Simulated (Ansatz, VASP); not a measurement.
# Cross-check of CoTe (linear Co-Te chain) between VASP and Ansatz

Wanted: the spread between two codes on one cell, functional and k mesh. The structure shown is the end of the Ansatz relaxation below.

Calculated with Ansatz 0.2.0; plane waves, with VASP 6.6.1 beside it; single point at PBE.

## Step 1: The starting structure

The cell holds 2 atoms: 1 Co and 1 Te. Cell: a = 7.500 Å, b = 7.500 Å, c = 4.708 Å, α = 90.0°, β = 90.0°, γ = 90.0°. Vacuum lies along a and b. The structure's axis is c.

## Step 2: Ansatz: relaxation, PBE

Ansatz runs on its default PAW (the set named soft_2) files.

This run makes the geometry at which the two programs are then compared.

Contents of input.yaml:

```yaml
crystal:
  lattice:
    - [7.5, 0.0, 0.0]
    - [0.0, 7.5, 0.0]
    - [0.0, 0.0, 5.1216]
  atoms:
    - { symbol: Co, position: [0.5, 0.5, 0.0], spin: 2.0 }
    - { symbol: Te, position: [0.5, 0.5, 0.5] }
magnetization:
  spin_polarized: true
kpoints:
  mp_grid: { grid: [1, 1, 16] }
scf:
  occupations: { method: fermi_dirac, width: 0.05 }
hamiltonian:
  xc: pbe
relax:
  cell: { fix: [a, b, alpha, beta, gamma] }
  max_steps: 60
```

Started as:

```bash
$ ansatz run input.yaml --threads 4 --pin off --max-ram 8192MiB --backend cpu --events-out ev --progress --plain --runs-dir out
```

Numbers of over 12 decimals in the logs are rounded to 6 here.

The program printed:

```text
Engine: ansatz 0.2.0, x86_64-unknown-linux-gnu
Pseudopotentials: kind: paw
Pseudopotential: Co, paw, valence charge 17, recommended cutoff 420 eV (normal), Co.paw.azcp
Pseudopotential: Te, paw, valence charge 16, recommended cutoff 420 eV (normal), Te.paw.azcp
Functional definition: PBE
  parameter kappa = 0.804
  parameter beta = 0.066725
  exchange = pbe_x(kappa = kappa, mu = beta*pi^2/3)
  correlation = pbe_c(beta = beta)
Crystal: 2 atoms, lattice volume = 288.090 Å³
Basis set: ecut = 420 eV, 5641 PW (Γ), exchange–correlation on 108×108×72 points (8 copies of the dense FFT grid, shifted against one another)
Bands: 22, of which v1, the nominal top of the filled ones, is band 17 counted from 1 (16 counted from 0)
Symmetry: 16 space group operations
Space group: P4/mmm (ITA 123), of the structure as read, at distance tolerance 6.6e-5 Å
Magnetic group: BNS 123.339 (UNI 999), of the structure as read, at distance tolerance 6.6e-5 Å
k-points: 9 of 16
Non-local potential: Co, projectors of the file, l = 0: 3, l = 1: 2, l = 2: 3, l = 3: 1
Non-local potential: Te, projectors of the file, l = 0: 2, l = 1: 2, l = 2: 2, l = 3: 2
PAW form: soft (Blöchl's): semilocal exchange-correlation on the pseudo side does not see the compensation charge
PAW one-centre angular grid: Co, 590 points (default); XC on 64 Gauss nodes
PAW one-centre angular grid: Te, 590 points (default); XC on 64 Gauss nodes
Initial density: superposition of atomic densities (neutral atoms: chi_scale 0, normalization atom)
Starting moments: Σ|m| = 2 μB on 1 of 2 sites
Initial wavefunctions: pseudopotential atomic-orbital guess
Functional: x = pbe(κ = 0.804, μ = 0.219515), c = pbe(β = 0.066725)
iter 1 solved again at ethr=2.98e-3 eV; its pass at ethr=3.10e-3 eV (dr2=9.83e-1 eV) is discarded
SCF iter   1: F=—  HF=-12102.004342 eV  |F-HF|=—  |Δ(HF+E_count)|=         —  Δρ=1.84e-2 (↑1.84e-2 ↓6.04e-3)  dr2=9.87e-1  dr2_m=2.49e-1  M=2.468 μB ∫|m|=2.479 μB  β_m=0.30  ethr=2.98e-3  ⟨swp⟩=1.0  Hψ=2607  notcnv=0
Mixer restart at iter 1: flushing history
preconditioner: auto → LDOS  [metal: Δε(μ)=0.000 eV  Ē_g=5.974 eV  σ=0.050 eV  W_gap=0.00  n_scr=38 (ndim 8)  ℏωp=8.5 eV  f_vac=0.674  D(μ)=17.71/eV (n_scr^D=176)]
spin=Collinear: LDOS preconditioning applied to the charge; magnetization (m = ρ↑ − ρ↓) channel mixes plain (no charge-response kernel on spin).
SCF iter   2: F=—  HF=-12102.453185 eV  |F-HF|=—  |Δ(HF+E_count)|=   4.49e-1  Δρ=1.02e-2 (↑1.02e-2 ↓7.25e-3)  dr2=2.74e-1  dr2_m=1.69e-1  M=2.567 μB ∫|m|=2.580 μB  β_m=0.49  ethr=2.98e-3  ⟨swp⟩=2.1  Hψ=597  notcnv=0
SCF iter   3: F=—  HF=-12103.432336 eV  |F-HF|=—  |Δ(HF+E_count)|=         —  Δρ=1.82e-2 (↑3.65e-3 ↓1.82e-2)  dr2=2.68e-1  dr2_m=2.58e-1  M=2.848 μB ∫|m|=2.880 μB  β_m=1.00  ethr=8.30e-4  ⟨swp⟩=3.0  Hψ=825  notcnv=0
Mixer restart at iter 3: flushing history
SCF iter   4: F=—  HF=-12103.178409 eV  |F-HF|=—  |Δ(HF+E_count)|=   2.54e-1  Δρ=4.78e-3 (↑1.79e-3 ↓4.78e-3)  dr2=2.79e-2  dr2_m=2.46e-2  M=2.768 μB ∫|m|=2.810 μB  β_m=0.49  ethr=1.52e-4  ⟨swp⟩=3.2  Hψ=881  notcnv=0
SCF iter   5: F=—  HF=-12103.189020 eV  |F-HF|=—  |Δ(HF+E_count)|=   1.06e-2  Δρ=1.31e-3 (↑1.31e-3 ↓1.21e-3)  dr2=1.01e-3  dr2_m=3.83e-3  M=2.796 μB ∫|m|=2.838 μB  β_m=0.60  ethr=8.46e-5  ⟨swp⟩=2.5  Hψ=844  notcnv=0
SCF iter   6: F=—  HF=-12103.192151 eV  |F-HF|=—  |Δ(HF+E_count)|=   3.13e-3  Δρ=7.60e-4 (↑3.40e-4 ↓7.60e-4)  dr2=3.89e-4  dr2_m=7.42e-4  M=2.803 μB ∫|m|=2.845 μB  β_m=0.73  ethr=3.05e-6  ⟨swp⟩=2.7  Hψ=760  notcnv=0
SCF iter   7: F=—  HF=-12103.192733 eV  |F-HF|=—  |Δ(HF+E_count)|=   5.82e-4  Δρ=1.35e-4 (↑1.35e-4 ↓1.23e-4)  dr2=1.57e-5  dr2_m=3.66e-5  M=2.811 μB ∫|m|=2.853 μB  β_m=0.76  ethr=1.18e-6  ⟨swp⟩=2.0  Hψ=789  notcnv=0
SCF iter   8: F=—  HF=-12103.192774 eV  |F-HF|=—  |Δ(HF+E_count)|=   4.04e-5  Δρ=4.81e-5 (↑4.44e-5 ↓4.81e-5)  dr2=5.41e-6  dr2_m=3.52e-6  M=2.815 μB ∫|m|=2.857 μB  β_m=0.88  ethr=4.75e-8  ⟨swp⟩=2.8  Hψ=804  notcnv=0
SCF iter   9: F=—  HF=-12103.192783 eV  |F-HF|=—  |Δ(HF+E_count)|=   9.31e-6  Δρ=1.27e-5 (↑1.27e-5 ↓1.25e-5)  dr2=1.02e-7  dr2_m=3.53e-7  M=2.818 μB ∫|m|=2.860 μB  β_m=0.94  ethr=1.64e-8  ⟨swp⟩=2.1  Hψ=579  notcnv=0
SCF iter  10: F=—  HF=-12103.192783 eV  |F-HF|=—  |Δ(HF+E_count)|=   5.80e-7  Δρ=2.45e-6 (↑2.45e-6 ↓2.32e-6)  dr2=1.56e-8  dr2_m=7.90e-9  M=2.819 μB ∫|m|=2.861 μB  β_m=0.91  ethr=3.09e-10  ⟨swp⟩=3.0  Hψ=766  notcnv=0
SCF iter  11: F=-12103.192783 eV  HF=-12103.192783 eV  |F-HF|=1.04e-9  |Δ(HF+E_count)|=   3.51e-9  Δρ=5.91e-7 (↑5.91e-7 ↓2.81e-7)  dr2=1.27e-9  dr2_m=1.57e-10  M=2.819 μB ∫|m|=2.861 μB  ethr=4.72e-11  ⟨swp⟩=2.1  Hψ=1418  notcnv=0
SCF 1 converged in 11 iterations: F = -12103.192783 eV  dr2 = 1.27e-9
  greatest PAW one-centre occupation: 1.003 electrons in one spin orbital (limit 2), on the Co atom at site 0 (counted from 0), in its partial waves of l = 1
[...]
SCF 4 converged in 9 iterations: F = -12103.468739 eV  dr2 = 8.53e-9
relax step   4: F+E_penalty+E_count = -12103.46873862 eV  Δ(F+E_penalty+E_count) = -1.920e-2 eV  max|allowed force component| = 8.835e-29 eV/Å  Δτ_max = 0.0000 Å  P = -0.092 GPa  Ω = 266.488 Å³  energy of the carried Pulay correction = +1.419e-3 eV  fix = [a, b, alpha, beta, gamma]  reactions: a +0.057, b +0.057 GPa  (9 SCF iters, dr2 threshold 2.00e-7 eV, accepted)
[...]
relax step   5: F+E_penalty+E_count = -12103.47090157 eV  Δ(F+E_penalty+E_count) = -2.163e-3 eV  max|allowed force component| = 4.102e-29 eV/Å  Δτ_max = 0.0000 Å  P = +0.038 GPa  Ω = 264.815 Å³  energy of the carried Pulay correction = +1.533e-3 eV  fix = [a, b, alpha, beta, gamma]  reactions: a +0.055, b +0.055 GPa  (8 SCF iters, dr2 threshold 2.00e-7 eV, accepted)
[...]
relax step   6: F+E_penalty+E_count = -12103.46962701 eV  Δ(F+E_penalty+E_count) = +1.275e-3 eV  max|allowed force component| = 1.578e-29 eV/Å  Δτ_max = 0.0000 Å  P = +0.037 GPa  Ω = 264.815 Å³  fix = [a, b, alpha, beta, gamma]  reactions: a +0.055, b +0.055 GPa  stress off target by 1.76e-3 GPa on what of the cell is left free  SCF on the basis re-selected at this cell (its energy is not comparable with the rows above)  (10 SCF iters)
basis re-selected at this cell: Δ(F+E_penalty+E_count) = +1.275e-3 eV, ΔP = -0.001 GPa vs the last step (what re-selecting the basis moved, of the pressure what is left beyond the Pulay correction that the steps carried, after the strain that the cell walked since its last selection, with what the two solves' SCF thresholds leave and, on support functions, any second-order correction that the steps lacked; it is no measure of the basis error at this ecutwfc). The dense FFT grid was sized anew with the basis: this SCF ran on 54×54×32 points, the steps before it on 54×54×36, so part of this shift can come from that change (see relax.cell in the input reference). [rest of the remark cut]
SCF converged after 10 iterations
Magnetization: 1.8631 μB (17.4315 up, 15.5685 down)
Absolute magnetization: 1.9107 μB (∫|ρ↑−ρ↓|, with the PAW one-centre terms)
Spin contamination: 0.0538 ħ² per cell (⟨S²⟩ above its minimum at these occupations)
Per-site moments (μB) at R_I (Å): [(1.675851, 0.970989), (0.014969, 0.970989)]
Free energy (F): -12103.469627 eV
Harris-Foulkes:  -12103.469627 eV  (|F-HF|=1.09e-11)
Internal energy: -12103.445892 eV  (E = F + TS)
E sigma→0 (E₀):  -12103.457759 eV
Entropy (-TS):   -0.023735 eV (-11.868 meV/atom)
Fermi energy:    -2.556394 eV
--- Per-component energies (eV) ---
  E_band       = -1024.819551
  E_kinetic    = 628.414705
  E_local      = -10435.818535  (includes V_loc(G=0)·N_el)
  E_nonlocal   = 155.174183
  E_hartree    = 4905.029498
  E_xc         = -277.867197
  E_vxc        = -301.794973  (∫ρ·V_xc dr)
  E_paw        = -6184.779178  (= ΣΔE_a)
  E_vpaw       = -880.853462  (= ΣTr[D̂ρ^β])
  E_aug_tail   = -0.000089  (compensation charges beyond the density's cutoff)
  E_ewald      = -893.599278
  E_smearing   = -0.023735  (= −TS)
  E_closure    = 0.000000  (closes the sum)
  Σ components = -12103.469627   (vs F -12103.469627, Δ=0.00e0)
--- Forces (eV/Å), atoms counted from 1 ---
  atom   1  Co    -0.00000000     0.00000000     0.00000000
  atom   2  Te     0.00000000    -0.00000000     0.00000000
  max |Σ_I F_I| component: 2.21e-29 eV/Å
--- Stress (GPa, compression-positive) ---
        0.054773      -0.000000       0.000000
       -0.000000       0.054773      -0.000000
        0.000000      -0.000000       0.001765
  P = ⅓ Tr σ = 0.0371 GPa (0.371 kbar)
--- Relaxed structure (5 steps of the walk, 5 accepted, 1 SCFs on fresh bases) ---
  F+E_penalty+E_count = -12103.46962701 eV   max|allowed force component| = 1.578e-29 eV/Å   (the final SCF, on the basis selected at the relaxed cell)
  cell:  # Å, volume = 264.8153 Å³
    - [7.5, 0, 0]
    - [0, 7.5, 0]
    - [0, 0, 4.707827]
  atoms:
    - { symbol: Co, position: [0.5, 0.5, 0] }
    - { symbol: Te, position: [0.5, 0.5, 0.5] }
```

## Step 3: VASP: single point, PBE

The same cell, functional, mesh and smearing now go to VASP, with its own data sets.

Lines of VASP's logs that name or quote its potential files are left out, and so is its time.

Contents of INCAR:

```
SYSTEM = CoTe
PREC = Accurate
ENCUT = 600
EDIFF = 1E-06
NELM = 200
ISMEAR = -1
SIGMA = 0.05
LREAL = .FALSE.
ALGO = Normal
GGA = PE
NBANDS = 15
ISPIN = 2
MAGMOM = 1.68 0.01
LASPH = .TRUE.
LMAXMIX = 4
LORBIT = 11
LWAVE = .FALSE.
LCHARG = .FALSE.
ISIF = 2
GGA_COMPAT = .FALSE.
```

Contents of POSCAR:

```
CoTe
1.0
    7.5000000000      0.0000000000      0.0000000000
    0.0000000000      7.5000000000      0.0000000000
    0.0000000000      0.0000000000      4.7078274304
Co Te
1 1
Direct
    0.5000000000      0.5000000000      0.0000000000
    0.5000000000      0.5000000000      0.5000000000
```

Contents of KPOINTS:

```
Automatic mesh
0
Gamma
1 1 16
0 0 0
```

Potentials, in the order of the species: Co and Te (PBE family, release 64).

Started as:

```bash
$ mpirun -np 1 vasp_std
```

The program printed:

```text
[banner, memory and clock lines left out]
running    1 mpi-ranks, on    1 nodes
 distrk:  each k-point on    1 cores,    1 groups
 distr:  one band on    1 cores,    1 groups

 POSCAR found type information on POSCAR CoTe
 POSCAR found :  2 types and       2 ions
 LDA part: xc-table for (Slater+PW92), standard interpolation
 POSCAR, INCAR and KPOINTS ok, starting setup
 FFT: planning ... GRIDC
 FFT: planning ... GRID_SOFT
 FFT: planning ... GRID
 WAVECAR not read
 entering main loop
       N       E                     dE             d eps       ncg     rms          rms(c)
DAV:   1     0.788897077637E+02    0.78890E+02   -0.45734E+03   540   0.740E+02
DAV:   2    -0.928069772906E+00   -0.79818E+02   -0.71279E+02   569   0.158E+02
DAV:   3    -0.829123209564E+01   -0.73632E+01   -0.71647E+01   729   0.477E+01
DAV:   4    -0.850852405368E+01   -0.21729E+00   -0.21718E+00   701   0.920E+00
DAV:   5    -0.851155569747E+01   -0.30316E-02   -0.30316E-02   834   0.992E-01    0.138E+01
DAV:   6    -0.136943862695E+02   -0.51828E+01   -0.55666E+01   589   0.880E+01    0.318E+01
DAV:   7    -0.727632112243E+01    0.64181E+01   -0.21536E+01   589   0.564E+01    0.399E+00
DAV:   8    -0.746233269844E+01   -0.18601E+00   -0.11763E+00   575   0.594E+00    0.540E+00
DAV:   9    -0.736767245650E+01    0.94660E-01   -0.22750E-01   585   0.379E+00    0.201E+00
DAV:  10    -0.753936813241E+01   -0.17170E+00   -0.23765E-01   603   0.153E+00    0.216E+00
DAV:  11    -0.755625332394E+01   -0.16885E-01   -0.15352E-02   540   0.136E+00    0.152E+00
DAV:  12    -0.756800065506E+01   -0.11747E-01   -0.21421E-02   547   0.128E+00    0.699E-01
DAV:  13    -0.757364041046E+01   -0.56398E-02   -0.15173E-02   540   0.124E+00    0.398E-01
DAV:  14    -0.757214564501E+01    0.14948E-02   -0.19889E-03   554   0.361E-01    0.317E-01
DAV:  15    -0.757096167449E+01    0.11840E-02   -0.91961E-04   540   0.262E-01    0.256E-01
DAV:  16    -0.757075451289E+01    0.20716E-03   -0.33747E-04   540   0.166E-01    0.183E-01
DAV:  17    -0.757105977586E+01   -0.30526E-03   -0.26482E-04   540   0.158E-01    0.101E-01
DAV:  18    -0.757100556143E+01    0.54214E-04   -0.20874E-04   547   0.132E-01    0.258E-02
DAV:  19    -0.757106818879E+01   -0.62627E-04   -0.13522E-04   540   0.955E-02    0.421E-02
DAV:  20    -0.757106887883E+01   -0.69005E-06   -0.31617E-05   575   0.595E-02    0.180E-02
DAV:  21    -0.757107792013E+01   -0.90413E-05   -0.11577E-05   540   0.303E-02    0.828E-03
DAV:  22    -0.757108122953E+01   -0.33094E-05   -0.42950E-06   547   0.188E-02    0.394E-03
DAV:  23    -0.757108213009E+01   -0.90056E-06   -0.55542E-07   449   0.553E-03
   1 F= -.75710821E+01 E0= -.75588150E+01  d E =-.245342E-01  mag=     1.8641
```

Parts of OUTCAR (step 3):

```text
ion  position               nearest neighbor table
   1  0.500  0.500  0.000-   2 2.35   2 2.35
   2  0.500  0.500  0.500-   1 2.35   1 2.35

  LATTYP: Found a simple tetragonal cell.
 ALAT       =     7.5000000000
 C/A-ratio  =     0.6277103241

 Subroutine GETGRP returns: Found 16 space group operations
 (whereof 16 operations were pure point group operations)

The static configuration has the point symmetry D_4h.

 Found      9 irreducible k-points:

   k-points           NKPTS =      9   k-points in BZ     NKDIM =      9   number of bands    NBANDS=     15

   dimension x,y,z NGX =    60 NGY =   60 NGZ =   40
   dimension x,y,z NGXF=   120 NGYF=  120 NGZF=   80

   ENCUT  =  600.0 eV  44.10 Ry    6.64 a.u.  14.98 14.98  9.40*2*pi/ulx,y,z

   NELECT =      15.0000    total number of electrons

 k-points in reciprocal lattice and weights: Automatic mesh
   0.00000000  0.00000000  0.00000000       0.062
   0.00000000  0.00000000  0.06250000       0.125
   0.00000000  0.00000000  0.12500000       0.125
   0.00000000  0.00000000  0.18750000       0.125
   0.00000000  0.00000000  0.25000000       0.125
   0.00000000  0.00000000  0.31250000       0.125
   0.00000000  0.00000000  0.37500000       0.125
   0.00000000  0.00000000  0.43750000       0.125
   0.00000000  0.00000000  0.50000000       0.062

 average (electrostatic) potential at core
       1 -91.5576       2 -97.0537

 E-fermi :  -3.2618

 spin component 1
 k-point     1 :       0.0000    0.0000    0.0000
  band No.  band energies     occupation
    ...
      5      -5.1073      1.00000
      6      -4.6919      1.00000
      7      -4.6513      1.00000
      8      -4.5030      1.00000
      9      -4.5030      1.00000
     10      -0.9509      0.00000
     11       1.0886      0.00000
     12       2.1930      0.00000
     13       2.9262      0.00000
     14       2.9262      0.00000
    ...

 k-point     2 :       0.0000    0.0000    0.0625
  band No.  band energies     occupation
    ...
      5      -5.3553      1.00000
      6      -4.6510      1.00000
      7      -4.5714      1.00000
      8      -4.4200      1.00000
      9      -4.4200      1.00000
     10      -0.7619      0.00000
     11       1.1246      0.00000
     12       2.2176      0.00000
     13       2.8362      0.00000
     14       2.8362      0.00000
    ...

 k-point     3 :       0.0000    0.0000    0.1250
  band No.  band energies     occupation
    ...
      5      -5.4878      1.00000
      6      -4.6503      1.00000
      7      -4.4472      1.00000
      8      -4.2216      1.00000
      9      -4.2216      1.00000
     10      -0.2676      0.00000
     11       1.2429      0.00000
     12       2.2911      0.00000
     13       2.5676      0.00000
     14       2.5676      0.00000
    ...

 k-point     4 :       0.0000    0.0000    0.1875
  band No.  band energies     occupation
    ...
      5      -5.6330      1.00000
      6      -4.6493      1.00000
      7      -4.3761      1.00000
      8      -3.9709      1.00000
      9      -3.9709      1.00000
     10       0.3642      0.00000
     11       1.4935      0.00000
     12       2.1679      0.00000
     13       2.1679      0.00000
     14       2.4134      0.00000
    ...

 k-point     5 :       0.0000    0.0000    0.2500
  band No.  band energies     occupation
    ...
      5      -5.7214      1.00000
      6      -4.6481      1.00000
      7      -4.3360      1.00000
      8      -3.7013      0.99985
      9      -3.7013      0.99985
     10       0.9140      0.00000
     11       1.7205      0.00000
     12       1.7205      0.00000
     13       1.9928      0.00000
     14       2.5835      0.00000
    ...

 k-point     6 :       0.0000    0.0000    0.3125
  band No.  band energies     occupation
    ...
      5      -5.7208      1.00000
      6      -4.6468      1.00000
      7      -4.3125      1.00000
      8      -3.4369      0.97076
      9      -3.4369      0.97075
     10       1.2925      0.00000
     11       1.2925      0.00000
     12       1.2949      0.00000
     13       2.6978      0.00000
     14       2.7994      0.00000
    ...

  Total        0.0704434      0.0704434     -0.0721251     -0.0000000      0.0000000      0.0000000
  in kB        0.4261945      0.4261945     -0.4363693     -0.0000000      0.0000000      0.0000000
  external PRESSURE =       0.1386732 kB  Pullay stress =       0.0000000 kB

  energy-cutoff  :      600.00
  volume of cell :      264.82
      direct lattice vectors                 reciprocal lattice vectors
     7.500000000  0.000000000  0.000000000     0.133333333  0.000000000  0.000000000
     0.000000000  7.500000000  0.000000000     0.000000000  0.133333333  0.000000000
     0.000000000  0.000000000  4.707827430     0.000000000  0.000000000  0.212412204

 POSITION                                       TOTAL-FORCE (eV/Angst)
 -----------------------------------------------------------------------------------
      3.75000      3.75000      0.00000         0.000000      0.000000      0.000000
      3.75000      3.75000      2.35391         0.000000      0.000000      0.000000
 -----------------------------------------------------------------------------------
    total drift:                                0.000000      0.000000     -0.000000

  FREE ENERGIE OF THE ION-ELECTRON SYSTEM (eV)
  ---------------------------------------------------
  free  energy   TOTEN  =        -7.5710821301 eV

  energy  without entropy=       -7.5465479323  energy(sigma->0) =       -7.55881503

 total charge
# of ion       s       p       d       tot
------------------------------------------
    1        0.416   0.281   7.246   7.943
    2        1.354   2.042   0.034   3.431
--------------------------------------------------
tot          1.771   2.323   7.280  11.374

 magnetization (x)
# of ion       s       p       d       tot
------------------------------------------
    1        0.015   0.014   1.687   1.715
    2       -0.001   0.026   0.001   0.025
--------------------------------------------------
tot          0.014   0.039   1.687   1.740

[... 6 further parts left out ...]
```

The cell holds one magnetic atom, so no antiferromagnetic order fits into it.

## Step 4: Side by side

Known differences besides the potentials themselves: VASP starts from the moments at which Ansatz ended; the data sets hold 33 valence electrons in Ansatz (on its default PAW (the set named soft_2) files) and 15 in VASP; the cutoff is 420 eV in Ansatz and 600 eV in VASP; Ansatz's pressure holds a Pulay correction, VASP's none; site moments are counted in spheres of each program's own size. Total energies have different zeros and are not compared.

The two programs side by side:

```
          quantity  Ansatz  VASP  difference
    pressure (GPa)    0.04  0.01       +0.02
 total moment (μB)    1.86  1.86        0.00
moment on Co1 (μB)    1.68  1.72       -0.04
```

## Step 5: Summary of results

| Quantity | Value |
| --- | --- |
| difference in total moment (single point, PBE) | -0.0010 μB |

In words: The difference in total moment is -0.0010 μB (single point, PBE). The data sets hold unlike numbers of valence electrons (33 in Ansatz and 15 in VASP), so part of the differences comes from the potentials. Such differences can come from data sets, numerical settings and the points named under the comparisons, not from the functional's error against experiment.

[Lines on the potential files, build, host, timing and source positions are cut from VASP's logs without a mark.]

[Logs are printed without paths, hosts, clocks, repeated set-up lines and the standing remarks that a program may print on its own settings, such as how far it seeks lower states.]

[Hosts, paths, dates, database ids (printed as entryN), source tags and the programs' standing remarks are cut or masked in the printed files.]
